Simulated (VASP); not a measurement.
Here is a VASP 6.6.1 calculation.

File INCAR:

```
SYSTEM = SnO2
  ALGO = Fast
  EDIFF = 1E-7
  EDIFFG = -0.005
  ENCUT = 600
  GGA = PE
  IBRION = 2
  ISIF = 3
  ISMEAR = -1
  LASPH = .True.
  LCHARG = .False.
  LREAL = .False.
  LWAVE = .False.
  NELM = 100
  NSW = 100
  PREC = Accurate
  SIGMA = 0.05
```

Contents of KPOINTS:

```
k-points
0
Gamma
  11 11 11
  0 0 0
```

The input POSCAR:

```
SnO2
1.0
    0.0000000000      2.5553258337      2.5553258337
    2.5553258337      0.0000000000      2.5553258337
    2.5553258337      2.5553258337      0.0000000000
Sn O
1 2
Direct
    0.0000000000      0.0000000000      0.0000000000
    0.2500000000      0.2500000000      0.2500000000
    0.7500000000      0.7500000000      0.7500000000
```

Potentials or basis: VASP PAW PBE potentials, release 64 (Sn_d, O).

Launch:

```console
$ cat potpaw_PBE.64/Sn_d/POTCAR potpaw_PBE.64/O/POTCAR > POTCAR
$ mpirun -np 1 vasp_std > vasp.out
```

What does it give for the band gap on the k mesh?

None (metal or under the smearing width).

Estimate the space group after relaxing (to 0.05 Å).

Fm-3m (No. 225).

Estimate the relaxed volume.

11.36 Å³/atom.

Estimate the relaxed cell.

a = 3.639 Å, b = 3.639 Å, c = 3.639 Å, α = 60.00°, β = 60.00°, γ = 60.00°.

Step by step:
| step | energy change (eV) | largest force (eV/Å) | pressure (GPa) | volume (Å³) |
| --- | --- | --- | --- | --- |
| 1 | 0.0000 | 0.0000 | 4.16 | 33.37 |
| 2 | -0.0009 | 0.0000 | -3.61 | 34.79 |
| 3 | -0.0090 | 0.0000 | 0.00 | 34.08 |
